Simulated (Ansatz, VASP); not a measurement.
# Two plane-wave programs on BAs

```
B As
1.0
     0.00000    2.40462    2.40462
     2.40462    0.00000    2.40462
     2.40462    2.40462    0.00000
B As
1 1
Direct
  0.00000 0.00000 0.00000
  0.25000 0.25000 0.25000
```

Alike in both runs: functional PBE; k mesh 12 × 12 × 12; no spin polarisation.

Ansatz relaxed the structure, and its values are those at the end. VASP's run is a single point on that final structure, the one shown.

|  | VASP | Ansatz |
| --- | --- | --- |
| version | VASP 6.6.1 | Ansatz 0.2.0 |
| potentials or method | VASP PAW PBE potentials, release 64 (B, As) | scalar-relativistic, plane waves, PAW |
| plane-wave cutoff (eV) | 520 | 600 |
| occupations | gaussian, width 0.01 eV | fixed |
| valence electrons in the cell | 8 | 18 |

```tsv
	VASP	Ansatz	Ansatz less VASP
gap on the k mesh at the Fermi level (eV)	1.20	1.21	+0.008
least direct gap on the mesh (eV)	3.25	3.26	+0.004
pressure (GPa)	0.6	0.0	-0.60
```

The two sets of potentials don't hold the same shells in valence.

A k mesh can miss the band edges. PBE gaps usually lie below the measured ones, often by a third to a half.
